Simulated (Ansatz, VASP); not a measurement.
One calculation of CdTe, two programs

```xyz
2
Lattice="0.0000 3.0448 3.2050 3.0448 0.0000 3.2050 3.0448 3.0448 0.0000" Properties=species:S:1:pos:R:3 pbc="T T T"
Cd    0.0000    0.0000    0.0000
Te    4.5671    4.5671    4.8075
```

Change from the starting cell: strain -0.050 along x and y, +0.000 along z, atoms carried along.

Alike in both runs: task single point; functional PBE; k mesh 8 × 8 × 8; occupations gaussian, width 0.05 eV; no spin polarisation.

```csv
,VASP,Ansatz
version,VASP 6.6.1,Ansatz 0.2.0
potentials or method,"VASP PAW PBE potentials, release 64 (Cd, Te)","scalar-relativistic, plane waves, PAW"
plane-wave cutoff (eV),520,420
valence electrons in the cell,18,36
```

```csv
,VASP,Ansatz,Ansatz less VASP
gap on the k mesh at the Fermi level (eV),1.12,1.11,-0.006
least direct gap on the mesh (eV),1.12,1.11,-0.006
pressure (GPa),11.4,11.1,-0.23
largest component of the traceless stress (GPa),0.30,0.30,+0.003
```

The two sets of potentials don't hold the same shells in valence.

Caveats: spin-orbit coupling is left out, which moves the levels of the heavy elements.
